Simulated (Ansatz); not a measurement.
# Deforming Li

```xyz
2
Lattice="3.1110 0.0000 0.0000 -1.5555 2.6942 0.0000 0.0000 0.0000 5.0930" Properties=species:S:1:pos:R:3 pbc="T T T"
Li    0.0000    1.7961    1.2732
Li    1.5555    0.8981    3.8197
```

Atom numbers follow the list: Li1, Li2.

Structure: COD 9011003, as refined from experiment and not relaxed.

All numbers below come from DFT, PBE, all-electron LAPW, scalar-relativistic in Ansatz 0.2.0.

Sampling and basis: a Γ-centred 15×15×8 k mesh, Fermi–Dirac smearing of 0.03 eV, basis error target 0.25 meV/atom, no spin polarisation.

The unchanged cell is at -0.68 GPa.

In a metal, stresses and small energies carry noise from the k mesh.

x, y and z are the Cartesian axes of the cell as listed; fractional coordinates follow a strain, and an engineering shear is twice the off-diagonal strain component.

Problem. One change gave: energy change under 1 meV/atom; stress change (xx, yy, zz, yz, xz, xy) -0.01, 0.00, 0.01, 0.00, 0.00, 0.11 GPa, compression positive. Which change was it?
A. xy engineering shear strain of -3 %
B. atom 2 (Li) moved by (0.0000, 0.0000, 0.0500) Å
C. z strained by +4 % at fixed volume

Solution. A. For z strained by +4 % at fixed volume: energy change +3 meV/atom; stress change (xx, yy, zz, yz, xz, xy) 0.39, 0.39, -0.79, 0.00, 0.00, 0.00 GPa, compression positive. For atom 2 (Li) moved by (0.0000, 0.0000, 0.0500) Å: energy change under 1 meV/atom; stress change (xx, yy, zz, yz, xz, xy) 0.01, 0.01, 0.02, 0.00, 0.00, 0.00 GPa, compression positive; change of the force on Li2 (0.000, 0.000, -0.056) eV/Å.

Problem. What force constant does this one finite step give for Li2 along its displacement (all its periodic images move with it)?

Solution. k = −ΔF·u/|u|² = 1.11 eV/Å², so the force pulls the atom back.
